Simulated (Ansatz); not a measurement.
# Co (P6_3/mmc) in Ansatz: settings compared, part 2 of 2

Ansatz 0.2.0.

**3. Band structure, r2SCAN, collinear spin, ferromagnetic start**

File input.yaml:

```yaml
crystal:
  lattice:
    - [2.4719999032, 0.0, 0.0]
    - [-1.2359999516, 2.1408147143, 0.0]
    - [0.0, 0.0, 4.02114408]
  atoms:
    - { symbol: Co, position: [0.6666666667, 0.3333333333, 0.75], spin: 2.0 }
    - { symbol: Co, position: [0.3333333333, 0.6666666667, 0.25], spin: 2.0 }
hamiltonian:
  xc: r2scan
  pseudopotentials: { kind: paw }
magnetization:
  spin_polarized: true
kpoints:
  mp_grid: { grid: [12, 12, 7] }
  band_path:
    path:
      - [[0.0, 0.0, 0.0], [0.5, 0.0, 0.0], [0.3333333333, 0.3333333333, 0.0], [0.0, 0.0, 0.0], [0.0, 0.0, 0.5], [0.5, 0.0, 0.5], [0.3333333333, 0.3333333333, 0.5], [0.0, 0.0, 0.5]]
      - [[0.5, 0.0, 0.5], [0.5, 0.0, 0.0]]
      - [[0.3333333333, 0.3333333333, 0.0], [0.3333333333, 0.3333333333, 0.5]]
    npoints: 14
scf:
  occupations: { method: fermi_dirac, width: 0.05 }
  n_extra_bands: 6
output:
  forces: true
  stress: true
  eigenvalues: true
  fatbands: false
  write_density: true
  write_potential: true
  elf: true
  volumetric_format: npy
```

Potentials or basis: Ansatz PAW.

On the command line:

```bash
> ansatz run input.yaml --threads 2 --pin off --max-ram 5632MiB --backend cpu --events-out ev --progress --plain --runs-dir out
```

The program printed:

```text
Warning: RAYON_NUM_THREADS=2 ignored (pool sized by the plan → 2); use --threads N
scf.n_extra_bands = 6 over 17 filled bands (N_el = 34.0): the run solves 23 bands
Engine: ansatz 0.2.0, x86_64-unknown-linux-gnu
Pseudopotentials: kind: paw
Pseudopotential: Co, paw, valence charge 17, recommended cutoff 500 eV (meta_gga), Co.paw.azcp
Functional definition: r2SCAN
  parameter k0 = 0.174
  parameter k1 = 0.065
  parameter a1 = 4.9479
  exchange = r2scan_x(k0 = k0, k1 = k1, a1 = a1)
  correlation = r2scan_c
Crystal: 2 atoms, lattice volume = 21.280 Å³
Basis set: ecut = 500 eV, 549 PW (Γ), exchange–correlation on 80×80×120 points (64 copies of the dense FFT grid, shifted against one another)
[... 61 lines left out ...]
  E_core_change = -0.590412  (= ΣΔE_core)
  E_smearing   = -0.011695  (= −TS)
  E_closure    = 0.000000  (closes the sum)
  Σ components = -10263.066777   (vs F -10263.066777, Δ=0.00e0)
--- Forces (eV/Å), atoms counted from 1 ---
  atom   1  Co     0.00000000    -0.00000000     0.00000000
  atom   2  Co     0.00000000     0.00000000     0.00000000
  max |Σ_I F_I| component: 4.63e-18 eV/Å
--- Stress (GPa, compression-positive) ---
       -0.081670       0.000000       0.000000
       -0.000000      -0.081670       0.000000
        0.000000       0.000000       0.966032
  P = ⅓ Tr σ = 0.2676 GPa (2.676 kbar)
--- Band table (eV; the first three rows and the last of 152) ---
  k-point 0 ↑: bands = ["-81.2289", "-81.1713", "-43.1843", "-42.8746", "-42.8746", "-42.8408", "-42.8256", "-42.8256", "9.5975", "13.2615", "15.7223", "15.7639", "15.7639", "16.0739", "16.0739", "16.4159", "16.4159", "17.5287", "17.5287", "18.7791", "25.3840", "41.8469", "44.5213"]
  k-point 1 ↑: bands = ["-81.2260", "-81.1741", "-43.1675", "-42.8722", "-42.8722", "-42.8580", "-42.8280", "-42.8280", "9.8118", "13.2363", "15.6714", "15.7108", "15.7108", "16.0188", "16.0188", "16.5419", "16.5419", "17.5166", "17.5166", "17.9304", "26.6316", "41.7479", "43.5022"]
  k-point 2 ↑: bands = ["-81.2181", "-81.1821", "-43.1204", "-42.9063", "-42.8654", "-42.8654", "-42.8348", "-42.8348", "10.4331", "13.0480", "15.5471", "15.6475", "15.6475", "15.8870", "15.8870", "16.4999", "16.8082", "16.8082", "17.4577", "17.4577", "29.3540", "39.7866", "42.1535"]
  k-point 75 ↓: bands = ["-78.0878", "-78.0878", "-40.0901", "-40.0901", "-40.0244", "-39.9978", "-39.8491", "-39.8491", "16.2500", "16.2659", "16.4214", "16.4214", "17.1898", "17.1898", "19.0047", "19.3169", "20.4963", "20.4963", "25.6263", "25.6263", "26.8010", "28.0820", "30.1048"]
```

Run time: 21 s. Hardware: 2 threads of Intel Xeon at 2.70GHz, shared host; peak memory 0.44 GiB.

What came out:

* Free energy: -10263.0668 eV
* Pressure: 0.3 GPa
* Band gap on the k mesh: none (metal or under the smearing width)
* Net moment: 3.56 μB per cell
* Absolute moment: 4.17 μB per cell
* Site moments: Co +1.91 μB

Levels at the corners of the path, in eV from the Fermi level:
Spin up:
| point | band 16 | band 17 | band 18 | band 19 | band 20 | band 21 |
| --- | --- | --- | --- | --- | --- | --- |
| Γ | -2.76 | -2.76 | -1.65 | -1.65 | -0.40 | 6.21 |
| M | -1.46 | -1.43 | -1.31 | 0.90 | 3.10 | 9.80 |
| K | -1.71 | -1.71 | -1.66 | 4.31 | 5.27 | 5.27 |
| Γ | -2.76 | -2.76 | -1.65 | -1.65 | -0.40 | 6.21 |
| A | -3.49 | -1.97 | -1.97 | -1.97 | -1.97 | 15.24 |
| L | -1.79 | -1.37 | -1.37 | 1.38 | 1.38 | 7.25 |
| H | -2.72 | -1.55 | -1.55 | 5.69 | 5.69 | 7.27 |
| A | -3.49 | -1.97 | -1.97 | -1.97 | -1.97 | 15.24 |
| L | -1.79 | -1.37 | -1.37 | 1.38 | 1.38 | 7.25 |
| M | -1.46 | -1.43 | -1.31 | 0.90 | 3.10 | 9.80 |
| K | -1.71 | -1.71 | -1.66 | 4.31 | 5.27 | 5.27 |
| H | -2.72 | -1.55 | -1.55 | 5.69 | 5.69 | 7.27 |
Spin down:
```tsv
point	band 11	band 12	band 13	band 14	band 15	band 16	band 17	band 18	band 19	band 20
Γ	-1.01	-0.95	-0.89	-0.89	-0.49	-0.49	0.05	0.05	1.37	1.37
M	-3.54	-2.42	-1.09	-1.00	-0.64	1.48	1.64	1.65	2.69	4.45
K	-3.19	-3.08	-1.41	-1.41	-0.27	1.12	1.12	1.36	5.38	6.32
Γ	-1.01	-0.95	-0.89	-0.89	-0.49	-0.49	0.05	0.05	1.37	1.37
A	-1.71	-1.71	-0.95	-0.95	-0.95	-0.95	0.99	0.99	0.99	0.99
L	-2.60	-2.60	-0.03	-0.03	0.14	0.14	1.59	1.59	2.21	2.21
H	-2.71	-2.71	-2.04	-2.04	-0.05	-0.05	1.33	1.33	6.46	6.46
A	-1.71	-1.71	-0.95	-0.95	-0.95	-0.95	0.99	0.99	0.99	0.99
L	-2.60	-2.60	-0.03	-0.03	0.14	0.14	1.59	1.59	2.21	2.21
M	-3.54	-2.42	-1.09	-1.00	-0.64	1.48	1.64	1.65	2.69	4.45
K	-3.19	-3.08	-1.41	-1.41	-0.27	1.12	1.12	1.36	5.38	6.32
H	-2.71	-2.71	-2.04	-2.04	-0.05	-0.05	1.33	1.33	6.46	6.46
```

Caveat: the magnetic or orbital state may not be the lowest; the PAW data sets come from PBE, with cores solved anew for the run's functional, which leaves a small shift of forces and pressure.

**4. Band structure, RPBE, collinear spin, ferromagnetic start**

input.yaml: that of step 3 with these lines changed.

```diff
@@ -9,3 +9,3 @@
 hamiltonian:
-  xc: r2scan
+  xc: rpbe
   pseudopotentials: { kind: paw }
```

On the command line:

```bash
> ansatz run input.yaml --threads 2 --pin off --max-ram 5632MiB --backend cpu --events-out ev --progress --plain --runs-dir out
```

Run time: 7.1 s. Hardware: 2 threads of Intel Xeon at 2.70GHz, shared host; peak memory 0.38 GiB.

Results (log left out):

```
Free energy            : -10262.0478 eV
Pressure               : 10.9 GPa
Band gap on the k mesh : none (metal or under the smearing width)
Net moment             : 3.24 μB per cell
Absolute moment        : 3.59 μB per cell
Site moments           : Co +1.70 μB
```

Stress tensor (GPa, compression positive):
```
11.78  0.00  0.00
 0.00 11.78  0.00
 0.00  0.00  9.02
```

Levels at the corners of the path, in eV from the Fermi level:
Spin up:
```csv
point,band 16,band 17,band 18,band 19,band 20,band 21
Γ,-1.97,-1.97,-0.85,-0.85,-0.25,6.38
M,-0.69,-0.63,-0.54,1.31,3.37,9.71
K,-0.96,-0.96,-0.86,4.53,5.40,5.40
Γ,-1.97,-1.97,-0.85,-0.85,-0.25,6.38
A,-2.73,-1.17,-1.17,-1.17,-1.17,14.95
L,-1.10,-0.60,-0.60,1.55,1.55,7.38
H,-1.95,-0.79,-0.79,5.77,5.77,7.37
A,-2.73,-1.17,-1.17,-1.17,-1.17,14.95
L,-1.10,-0.60,-0.60,1.55,1.55,7.38
M,-0.69,-0.63,-0.54,1.31,3.37,9.71
K,-0.96,-0.96,-0.86,4.53,5.40,5.40
H,-1.95,-0.79,-0.79,5.77,5.77,7.37
```
Spin down:
```
point  band 13  band 14  band 15  band 16  band 17  band 18
    Γ    -0.97    -0.60    -0.60    -0.38    -0.13    -0.13
    M    -1.12    -1.09    -0.65     1.27     1.38     1.44
    K    -1.42    -1.42    -0.33     0.95     0.95     1.11
    Γ    -0.97    -0.60    -0.60    -0.38    -0.13    -0.13
    A    -1.03    -1.03    -1.03    -1.03     0.76     0.76
    L    -0.03    -0.03     0.20     0.20     1.37     1.37
    H    -1.82    -1.82    -0.18    -0.18     1.14     1.14
    A    -1.03    -1.03    -1.03    -1.03     0.76     0.76
    L    -0.03    -0.03     0.20     0.20     1.37     1.37
    M    -1.12    -1.09    -0.65     1.27     1.38     1.44
    K    -1.42    -1.42    -0.33     0.95     0.95     1.11
    H    -1.82    -1.82    -0.18    -0.18     1.14     1.14
```

Caveat: the PAW data sets come from PBE, with cores solved anew for the run's functional, which leaves a small shift of forces and pressure.

**5. Band structure, revPBE, collinear spin, ferromagnetic start**

input.yaml: that of step 4 with these lines changed.

```diff
@@ -9,3 +9,3 @@
 hamiltonian:
-  xc: rpbe
+  xc: revpbe
   pseudopotentials: { kind: paw }
@@ -29,5 +29 @@
   fatbands: false
-  write_density: true
-  write_potential: true
-  elf: true
-  volumetric_format: npy
```

On the command line:

```bash
> ansatz run input.yaml --threads 2 --pin off --max-ram 5632MiB --backend cpu --events-out ev --progress --plain --runs-dir out
```

Wall time 7 s (2 threads of Intel Xeon at 2.70GHz, shared host); peak memory 0.38 GiB.

Results (log left out):

```yaml
Free_energy: -10259.2483 eV
Pressure: 9.2 GPa
Band_gap_on_the_k_mesh: none (metal or under the smearing width)
Net_moment: 3.23 μB per cell
Absolute_moment: 3.57 μB per cell
Site_moments: Co +1.69 μB
```

Stress tensor (GPa, compression positive):
```
10.09  0.00  0.00
 0.00 10.09  0.00
 0.00  0.00  7.32
```

Levels at the corners of the path, in eV from the Fermi level:
Spin up:
```tsv
point	band 15	band 16	band 17	band 18	band 19	band 20	band 21	band 22
Γ	-2.34	-1.96	-1.96	-0.84	-0.84	-0.25	6.38	21.99
M	-2.26	-0.68	-0.61	-0.53	1.31	3.38	9.70	10.38
K	-1.98	-0.95	-0.95	-0.85	4.54	5.40	5.40	12.40
Γ	-2.34	-1.96	-1.96	-0.84	-0.84	-0.25	6.38	21.99
A	-2.72	-2.72	-1.16	-1.16	-1.16	-1.16	14.95	14.95
L	-1.09	-1.09	-0.59	-0.59	1.55	1.55	7.38	7.38
H	-1.94	-1.94	-0.78	-0.78	5.77	5.77	7.38	7.38
A	-2.72	-2.72	-1.16	-1.16	-1.16	-1.16	14.95	14.95
L	-1.09	-1.09	-0.59	-0.59	1.55	1.55	7.38	7.38
M	-2.26	-0.68	-0.61	-0.53	1.31	3.38	9.70	10.38
K	-1.98	-0.95	-0.95	-0.85	4.54	5.40	5.40	12.40
H	-1.94	-1.94	-0.78	-0.78	5.77	5.77	7.38	7.38
```
Spin down:
```tsv
point	band 11	band 12	band 13	band 14	band 15	band 16	band 17	band 18	band 19	band 20
Γ	-1.04	-0.98	-0.98	-0.60	-0.60	-0.36	-0.13	-0.13	1.11	1.11
M	-3.38	-1.96	-1.12	-1.09	-0.66	1.27	1.37	1.44	2.61	4.38
K	-2.96	-2.77	-1.42	-1.42	-0.34	0.95	0.95	1.10	5.34	6.18
Γ	-1.04	-0.98	-0.98	-0.60	-0.60	-0.36	-0.13	-0.13	1.11	1.11
A	-1.62	-1.62	-1.04	-1.04	-1.04	-1.04	0.76	0.76	0.76	0.76
L	-2.47	-2.47	-0.04	-0.04	0.21	0.21	1.37	1.37	2.21	2.21
H	-2.61	-2.61	-1.82	-1.82	-0.18	-0.18	1.14	1.14	6.42	6.42
A	-1.62	-1.62	-1.04	-1.04	-1.04	-1.04	0.76	0.76	0.76	0.76
L	-2.47	-2.47	-0.04	-0.04	0.21	0.21	1.37	1.37	2.21	2.21
M	-3.38	-1.96	-1.12	-1.09	-0.66	1.27	1.37	1.44	2.61	4.38
K	-2.96	-2.77	-1.42	-1.42	-0.34	0.95	0.95	1.10	5.34	6.18
H	-2.61	-2.61	-1.82	-1.82	-0.18	-0.18	1.14	1.14	6.42	6.42
```

Caveat: the PAW data sets come from PBE, with cores solved anew for the run's functional, which leaves a small shift of forces and pressure.

**6. Band structure, HSE03, collinear spin, ferromagnetic start**

input.yaml: that of step 5 with these lines changed.

```diff
@@ -9,3 +9,3 @@
 hamiltonian:
-  xc: revpbe
+  xc: { exchange: pbe, correlation: pbe, exx: { coeff: 0.25, omega: 0.3 } }
   pseudopotentials: { kind: paw }
@@ -14,3 +14,3 @@
 kpoints:
-  mp_grid: { grid: [12, 12, 7] }
+  mp_grid: { grid: [6, 6, 4] }
   band_path:
@@ -20,3 +20,3 @@
       - [[0.3333333333, 0.3333333333, 0.0], [0.3333333333, 0.3333333333, 0.5]]
-    npoints: 14
+    npoints: 4
 scf:
```

Potentials or basis: Ansatz PAW.

On the command line:

```bash
> ansatz run input.yaml --threads 2 --pin off --max-ram 5632MiB --backend cpu --events-out ev --progress --plain --runs-dir out
```

Run time: 4.4 min. Hardware: 2 threads of Intel Xeon at 2.70GHz, shared host; peak memory 0.69 GiB.

It converged, with:

* Free energy: -10248.0016 eV
* Pressure: 3.4 GPa
* Band gap on the k mesh: none (metal or under the smearing width)
* Net moment: 3.67 μB per cell
* Absolute moment: 4.65 μB per cell
* Site moments: Co +2.04 μB

Stress tensor (GPa, compression positive):
```
-0.49  0.00  0.00
 0.00 -0.49  0.00
 0.00  0.00 11.16
```

Levels at the corners of the path, in eV from the Fermi level:
Spin up:
| point | band 16 | band 17 | band 18 | band 19 | band 20 | band 21 |
| --- | --- | --- | --- | --- | --- | --- |
| Γ | -4.72 | -4.72 | -3.53 | -3.53 | -0.54 | 6.23 |
| M | -3.33 | -3.18 | -3.03 | 0.43 | 2.92 | 9.98 |
| K | -3.55 | -3.44 | -3.44 | 4.21 | 5.31 | 5.31 |
| Γ | -4.72 | -4.72 | -3.53 | -3.53 | -0.54 | 6.23 |
| A | -5.23 | -3.86 | -3.86 | -3.86 | -3.86 | 15.52 |
| L | -3.43 | -3.08 | -3.08 | 1.31 | 1.31 | 7.33 |
| H | -4.53 | -3.29 | -3.29 | 5.74 | 5.74 | 7.32 |
| A | -5.23 | -3.86 | -3.86 | -3.86 | -3.86 | 15.52 |
| L | -3.43 | -3.08 | -3.08 | 1.31 | 1.31 | 7.33 |
| M | -3.33 | -3.18 | -3.03 | 0.43 | 2.92 | 9.98 |
| K | -3.55 | -3.44 | -3.44 | 4.21 | 5.31 | 5.31 |
| H | -4.53 | -3.29 | -3.29 | 5.74 | 5.74 | 7.32 |
Spin down:
```tsv
point	band 12	band 13	band 14	band 15	band 16	band 17	band 18	band 19
Γ	-1.34	-1.34	-1.27	-0.91	-0.91	0.34	0.34	2.03
M	-2.91	-1.19	-1.16	-1.07	1.76	1.93	2.36	2.85
K	-3.60	-1.56	-1.56	-0.53	1.07	1.07	2.04	5.81
Γ	-1.34	-1.34	-1.27	-0.91	-0.91	0.34	0.34	2.03
A	-2.45	-1.40	-1.40	-1.40	-1.40	1.53	1.53	1.53
L	-3.23	-0.35	-0.35	0.44	0.44	1.87	1.87	2.47
H	-3.27	-2.49	-2.49	0.06	0.06	1.46	1.46	6.88
A	-2.45	-1.40	-1.40	-1.40	-1.40	1.53	1.53	1.53
L	-3.23	-0.35	-0.35	0.44	0.44	1.87	1.87	2.47
M	-2.91	-1.19	-1.16	-1.07	1.76	1.93	2.36	2.85
K	-3.60	-1.56	-1.56	-0.53	1.07	1.07	2.04	5.81
H	-3.27	-2.49	-2.49	0.06	0.06	1.46	1.46	6.88
```

Caveat: the k mesh is coarse (spacing up to 0.49 Å⁻¹), so the values aren't converged, least of all with exact exchange; the magnetic or orbital state may not be the lowest; the pressure holds a Pulay correction of +0.4 GPa for the finite cutoff; the PAW data sets come from PBE, with cores solved anew for the run's functional, which leaves a small shift of forces and pressure; the thresholds are loose for stress.

**7. The runs side by side**

```tsv
task	level	k mesh	cutoff (eV)	atoms under strain	points for each segment of the path	mesh quality	gap on the mesh (eV)	pressure (GPa)	moment (μB)
elastic constants	PBEsol	9 × 9 × 5	420	relaxed	-	not flagged	none	-6.8	3.07
band structure	r2SCAN	12 × 12 × 7	500	-	14	not flagged	none	0.3	3.56
band structure	RPBE	12 × 12 × 7	420	-	14	not flagged	none	10.9	3.24
band structure	revPBE	12 × 12 × 7	420	-	14	not flagged	none	9.2	3.23
band structure	HSE03	6 × 6 × 4	420	-	4	coarse	none	3.4	3.67
```

Alike in all rows: potentials or basis Ansatz PAW; spin collinear, ferromagnetic start; cell as given; smearing fermi-dirac 0.05 eV.

Caveats: some runs use coarse meshes; the PAW data sets come from PBE, with cores solved anew for the run's functional, which leaves a small shift of forces and pressure; the magnetic or orbital state may not be the lowest (some runs); the cell is more than 3 GPa from zero pressure, which shifts response properties (some runs); elastic constants of metals need much finer meshes, so these are rough (some runs); the thresholds are loose for stress (some runs).

Absolute energies hang on the potentials; compare differences alone.
